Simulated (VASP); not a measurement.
# ZrS (Fm-3m) in VASP: further runs

The runs below take ZrS through single point, with PBEsol.

Everything below comes from runs of VASP 6.6.1. Logs are shortened: lines on timing, memory, paths and dates and some standing lists are left out, and cuts for length are marked.

## Step 1: The crystal as given

Symmetry: Fm-3m, No. 225, cubic system. The conventional cell has a = 5.250 Å, b = 5.250 Å, c = 5.250 Å, α = 90.00°, β = 90.00°, γ = 90.00°. Zr (site symmetry m-3m) is surrounded by 6 S at 2.62 Å. S (site symmetry m-3m) is surrounded by 6 Zr at 2.62 Å.

## Step 2: Single point, PBEsol

INCAR reads:

```
SYSTEM = ZrS
PREC     = Accurate       ! precision mode
ENCUT    = 520            ! plane-wave cutoff, eV
EDIFF    = 1E-7           ! SCF threshold, eV
ISMEAR   = 0              ! smearing method
SIGMA    = 0.1            ! smearing width, eV
LREAL    = .False.        ! projectors in reciprocal space
LASPH    = .True.         ! aspherical terms in the spheres
NELM     = 80             ! most SCF steps
ALGO     = Normal         ! electronic algorithm
ISIF     = 2              ! what is computed and relaxed
LWAVE    = .False.        ! write WAVECAR
LCHARG   = .False.        ! write CHGCAR
GGA      = PS             ! functional
NBANDS   = 16             ! bands
```

KPOINTS reads:

```
Automatic mesh
0
Gamma
  6 6 6
  0 0 0
```

POSCAR reads:

```
ZrS
1.0
    0.0000000000      2.6250000000      2.6250000000
    2.6250000000      0.0000000000      2.6250000000
    2.6250000000      2.6250000000      0.0000000000
Zr S
1 1
Direct
    0.0000000000      0.0000000000      0.0000000000
    0.5000000000      0.5000000000      0.5000000000
```

Potentials or basis: VASP PAW PBE potentials, release 64 (Zr_sv, S).

Command:

```sh
cat potpaw_PBE.64/Zr_sv/POTCAR potpaw_PBE.64/S/POTCAR > POTCAR
mpirun -np 1 vasp_std > vasp.out
```

OUTCAR:

```text
SYSTEM = ZrS
   PREC = Accurate
   ENCUT = 520
   EDIFF = 1E-7
   ISMEAR = 0
   LREAL = .False.
   LASPH = .True.
   NELM = 80
   ISIF = 2
   GGA = PS

 ion  position               nearest neighbor table
   1  0.000  0.000  0.000-   2 2.62   2 2.62   2 2.62   2 2.62   2 2.62   2 2.62
   2  0.500  0.500  0.500-   1 2.62   1 2.62   1 2.62   1 2.62   1 2.62   1 2.62

  LATTYP: Found a face centered cubic cell.
 ALAT       =     5.2500000000

  Lattice vectors:

 A1 = (   0.0000000000,   2.6250000000,   2.6250000000)
 A2 = (   2.6250000000,   0.0000000000,   2.6250000000)
 A3 = (   2.6250000000,   2.6250000000,   0.0000000000)

Analysis of symmetry for initial positions (statically):
=====================================================================
 Subroutine PRICEL returns:
 Original cell was already a primitive cell.

 Routine SETGRP: Setting up the symmetry group for a
 face centered cubic supercell.

 Subroutine GETGRP returns: Found 48 space group operations
 (whereof 48 operations were pure point group operations)
 out of a pool of 48 trial point group operations.

The static configuration has the point symmetry O_h .

Analysis of symmetry for dynamics (positions and initial velocities):
=====================================================================
 Subroutine PRICEL returns:
 Original cell was already a primitive cell.

 Routine SETGRP: Setting up the symmetry group for a
 face centered cubic supercell.

 Subroutine GETGRP returns: Found 48 space group operations
 (whereof 48 operations were pure point group operations)
 out of a pool of 48 trial point group operations.

The dynamic configuration has the point symmetry O_h .

 Subroutine INISYM returns: Found 48 space group operations
 (whereof 48 operations are pure point group operations),
 and found     1 'primitive' translations

----------------------------------------------------------------------------------------

                                     Primitive cell

  volume of cell :      36.1758

  direct lattice vectors                    reciprocal lattice vectors
     0.000000000  2.625000000  2.625000000    -0.190476190  0.190476190  0.190476190
     2.625000000  0.000000000  2.625000000     0.190476190 -0.190476190  0.190476190
     2.625000000  2.625000000  0.000000000     0.190476190  0.190476190 -0.190476190

  length of vectors
     3.712310601  3.712310601  3.712310601     0.329914440  0.329914440  0.329914440

  position of ions in fractional coordinates (direct lattice)
     0.000000000  0.000000000  0.000000000
     0.500000000  0.500000000  0.500000000

[... 69 lines left out ...]
   EDIFFG = 0.1E-05   stopping-criterion for IOM
   NSW    =      0    number of steps for IOM
   IBRION =     -1    ionic relax: 0-MD 1-quasi-New 2-CG
   NFREE  =      0    steps in history (QN), initial steepest desc. (CG)
   ISIF   =      2    stress and relaxation
   ISYM   =      2    0-nonsym 1-usesym 2-fastsym
   POTIM  = 0.5000    time-step for ionic-motion
   TEBEG  =    0.0;   TEEND  =   0.0 temperature during run
   PSTRESS=    0.0 pullay stress
   NELECT =      18.0000    total number of electrons
   NUPDOWN=      -1.0000    fix difference up-down
   EMIN   =  10.00;   EMAX   =-10.00  energy-range for DOS
   EFERMI =   0.00;   METHOD = LEGACY
   ISMEAR =     0;   SIGMA  =   0.10  broadening in eV -4-tet -1-fermi 0-gaus
   EFERMI_NEDOS =   21; number of points for ismear=-14 and -15
   IALGO  =     38    algorithm
   IMIX   =      4    mixing-type and parameters
     AMIX     =   0.40;   BMIX     =  1.00
     AMIX_MAG =   1.60;   BMIX_MAG =  1.00
  volume/ion in A,a.u.               =      18.09       122.06
  Fermi-wavevector in a.u.,A,eV,Ry     =   1.297258  2.451462 22.896950  1.682878
  Thomas-Fermi vector in A             =   2.428662
   LORBIT       =      0    0 simple, 1 ext, 2 COOP (PROOUT), +10 PAW based schemes
   GGA     = PS    functional components
   LHFCALC =     F    Hartree Fock is set to
   AEXX    =    0.0000 exact exchange contribution
   IVDW    =     0    specifies the selected vdW correction
   LEPSILON=     F    determine dielectric tensor
   LRPA    =     F    only Hartree local field effects (RPA)
 non-spin polarized calculation
 Gauss-broadening in eV      SIGMA  =   0.10
  energy-cutoff  :      520.00
  volume of cell :       36.18
 maximum number of plane-waves:       983
   NGX = 13   NGY = 13   NGZ = 13

 number of electron      18.0000000 magnetization

 Free energy of the ion-electron system (eV)
  ---------------------------------------------------
  ext. energy  EPLUGINS =         0.00000000
  ---------------------------------------------------
  free energy    TOTEN  =       -16.44042714 eV

  energy without entropy =      -16.42747777  energy(sigma->0) =      -16.43395245

 E-fermi :  10.6933     XC(G=0): -11.4624

 val. band max:       10.6494268296   @ k =   0.3333   0.0000   0.0000
 cond. band min:      10.7029495644   @ k =  -0.3333   0.3333   0.1667
 fundamental gap:      0.0535227348
 Fermi energy:        10.6933293728

 k-point     1 :       0.0000    0.0000    0.0000
  band No.  band energies     occupation
      1     -39.3081      2.00000
      2     -17.3016      2.00000
      3     -17.3016      2.00000
      4     -17.3016      2.00000
      5      -5.2075      2.00000
      6       7.0977      2.00000
[... 281 lines left out ...]
      3     -17.4514      2.00000
      4     -17.4225      2.00000
      5      -4.1309      2.00000
      6       4.4754      2.00000
[... 8 lines left out ...]
     15      18.3047      0.00000
     16      19.7213      0.00000

------------------------ aborting loop because EDIFF is reached ----------------------------------------

  FORCE on cell =-STRESS in cart. coord.  units (eV):
  Direction    XX          YY          ZZ          XY          YZ          ZX
  --------------------------------------------------------------------------------------
  -------------------------------------------------------------------------------------
  Total       -1.3432495     -1.3432495     -1.3432495      0.0000000     -0.0000000      0.0000000
  in kB      -59.4907359    -59.4907359    -59.4907359      0.0000000     -0.0000000      0.0000000
  external PRESSURE =     -59.4907359 kB  Pullay stress =       0.0000000 kB

 VOLUME and BASIS-vectors are now :
 -----------------------------------------------------------------------------
  energy-cutoff  :      520.00
  volume of cell :       36.18
      direct lattice vectors                 reciprocal lattice vectors
     0.000000000  2.625000000  2.625000000    -0.190476190  0.190476190  0.190476190
     2.625000000  0.000000000  2.625000000     0.190476190 -0.190476190  0.190476190
     2.625000000  2.625000000  0.000000000     0.190476190  0.190476190 -0.190476190

 POSITION                                       TOTAL-FORCE (eV/Angst)
 -----------------------------------------------------------------------------------
      0.00000      0.00000      0.00000        -0.000000     -0.000000     -0.000000
      2.62500      2.62500      2.62500         0.000000      0.000000      0.000000
 -----------------------------------------------------------------------------------
    total drift:                                0.000000      0.000000      0.000000

  FREE ENERGIE OF THE ION-ELECTRON SYSTEM (eV)
  ---------------------------------------------------
  free  energy   TOTEN  =       -16.4404271365 eV

  energy  without entropy=      -16.4274777701  energy(sigma->0) =      -16.43395245
```

OSZICAR:

```text
N       E                     dE             d eps       ncg     rms          rms(c)
DAV:   1     0.118871715243E+03    0.11887E+03   -0.95833E+03   512   0.109E+03
DAV:   2    -0.123831968774E+02   -0.13125E+03   -0.12582E+03   664   0.275E+02
DAV:   3    -0.172986721667E+02   -0.49155E+01   -0.48713E+01   856   0.475E+01
DAV:   4    -0.173735876479E+02   -0.74915E-01   -0.74904E-01   624   0.525E+00
DAV:   5    -0.173753957133E+02   -0.18081E-02   -0.18080E-02   752   0.577E-01    0.153E+01
DAV:   6    -0.164861827341E+02    0.88921E+00   -0.18403E+00   616   0.949E+00    0.692E+00
DAV:   7    -0.164470316474E+02    0.39151E-01   -0.22469E-01   696   0.298E+00    0.267E+00
DAV:   8    -0.164413467979E+02    0.56848E-02   -0.32423E-02   592   0.117E+00    0.407E-01
DAV:   9    -0.164404843627E+02    0.86244E-03   -0.47685E-03   600   0.429E-01    0.162E-01
DAV:  10    -0.164404494535E+02    0.34909E-04   -0.52287E-04   680   0.216E-01    0.589E-02
DAV:  11    -0.164404286833E+02    0.20770E-04   -0.57968E-05   600   0.494E-02    0.322E-02
DAV:  12    -0.164404270248E+02    0.16585E-05   -0.44466E-06   696   0.127E-02    0.372E-03
DAV:  13    -0.164404271946E+02   -0.16983E-06   -0.67537E-07   648   0.624E-03    0.325E-03
DAV:  14    -0.164404271365E+02    0.58135E-07   -0.71117E-08   408   0.241E-03
   1 F= -.16440427E+02 E0= -.16433952E+02  d E =-.129494E-01
```

stdout:

```text
POSCAR found type information on POSCAR ZrS
 POSCAR found :  2 types and       2 ions
 scaLAPACK will be used
 -----------------------------------------------------------------------------
|                                                                             |
|                                                                             |
|     You enforced a specific xc type in the INCAR file but a different       |
|     I HOPE YOU KNOW WHAT YOU ARE DOING!                                     |
|                                                                             |
 -----------------------------------------------------------------------------

 LDA part: xc-table for (Slater+PW92), standard interpolation
 POSCAR, INCAR and KPOINTS ok, starting setup
 FFT: planning ... GRIDC
 FFT: planning ... GRID_SOFT
 FFT: planning ... GRID
 WAVECAR not read
 entering main loop
```

It took 6.6 s on 1 thread of Intel Xeon 6975P-C (Granite Rapids), shared host; peak memory 0.15 GiB.

Results:

```
Free energy            : -16.4404 eV
Pressure               : -5.9 GPa
Band gap on the k mesh : none (metal or under the smearing width)
```

Caveat: the PAW data sets were made with another functional, which shifts forces and pressure a little.

(Part 1 of 2 ends here.)
